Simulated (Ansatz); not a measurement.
The system is CuO.

```
Cu O
1.0
     1.99097   -2.15355    0.00000
     1.99097    2.15355    0.00000
     0.00000    0.00000    5.15593
Cu O
2 2
Direct
  0.50000 0.00000 0.00000
  0.00000 0.50000 0.50000
  0.50000 0.50000 0.25000
  0.50000 0.50000 0.75000
```

Measurements of this composition are mostly on another form, of space group No. 15.

```yaml
Program: Ansatz 0.2.0
Task: relaxation of cell and atoms
Functional: PBEsol
Potentials_or_basis: Ansatz PAW
Cutoff: "420 eV (not typed: the program's choice for these potentials)"
k_mesh: 9 × 9 × 5
Occupations: fermi-dirac, width 0.05 eV
Spin: no spin polarisation
Hubbard_terms: Cu d U = 1 eV
```

At the start: volume 11.05 Å³/atom.

Q: Where does the relaxation end?

A: It ends after 10 steps and the volume is 10.69 Å³/atom (-3.2 %); space group P4_2/mmc (No. 131, to 0.05 Å).

The path:
```tsv
step	energy change (eV)	largest force (eV/Å)	volume (Å³)
1	0.0000	0.0000	44.21
2	-0.0236	0.0000	43.49
3	-0.0353	0.0000	42.70
4	-0.0361	0.0000	42.82
5	-0.0362	0.0000	42.81
6	-0.0321	0.0000	42.81
7	-0.0326	0.0000	42.78
8	-0.0325	0.0000	42.78
9	-0.0326	0.0000	42.78
10	-0.0327	0.0000	42.78
```

Final structure:
```xyz
4
Lattice="2.0444 -2.0537 0.0000 2.0444 2.0537 0.0000 0.0000 0.0000 5.0943" Properties=species:S:1:pos:R:3 pbc="T T T"
Cu    1.0222   -1.0269    0.0000
Cu    1.0222    1.0269    2.5472
O     2.0444    0.0000    1.2736
O     2.0444    0.0000    3.8207
```

Caveat: the plane-wave basis is chosen anew once the cell has moved, so the energies of steps on either side of that aren't comparable; the pressure holds a Pulay correction of +0.7 GPa for the finite cutoff; the run has no spin polarisation, though such a crystal can be magnetic; U without spin polarisation on a metal has little footing; the PAW data sets come from PBE, with cores solved anew for the run's functional, which leaves a small shift of forces and pressure.
